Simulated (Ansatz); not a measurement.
HfO2 at a changed volume: Quadrupolar parameters

The cell is an entry of the Crystallography Open Database (COD), relaxed with PBE at fixed cell and then changed (volume scaled by 1.04, ions relaxed).

```
Hf O
1.0
     5.18535    0.00000    0.00000
     0.00000    5.25394    0.00000
    -0.86996    0.00000    5.28248
Hf O
4 8
Direct
  0.27510 0.04330 0.20868
  0.72490 0.54330 0.29132
  0.72490 0.95670 0.79132
  0.27510 0.45670 0.70868
  0.45092 0.75755 0.47542
  0.54908 0.25755 0.02458
  0.54908 0.24245 0.52458
  0.45092 0.74245 0.97542
  0.06722 0.32902 0.34867
  0.93278 0.82902 0.15133
  0.93278 0.67098 0.65133
  0.06722 0.17098 0.84867
```

Atoms are numbered from 1 in the order listed; like atoms form one site, named after its first atom.

Level of theory: DFT, PBE, plane waves and PAW, scalar-relativistic, 420 eV cutoff, Γ-centred 6×6×6 k-points, Fermi–Dirac smearing 0.02 eV (Ansatz 0.2.0).

V_zz is the principal component of the electric field gradient with the largest magnitude, η = (V_xx − V_yy)/V_zz and C_Q = eQV_zz/h. Directions are in the Cartesian axes of the cell vectors above, for the atom listed; none is given where the gradient is under 0.02 or η is above 0.95.

Task: Which values are expected at the nuclei?

Result: 

```tsv
site	first atom	first shell	V_zz (10²¹ V/m²)	η	direction of V_zz (x, y, z)
Hf	1	7 O at 2.06–2.29 Å	12.48	0.06	-0.45 0.14 0.88
O5	5	4 Hf at 2.17–2.29 Å	1.10	0.87	0.63 0.58 -0.51
O9	9	3 Hf at 2.06–2.16 Å	1.46	0.93	-0.60 0.75 0.30
```

Without spin–orbit coupling the gradients at and beside Hf can be off by some per cent, at some sites by more. Where η is near 1 the sign of V_zz means little.
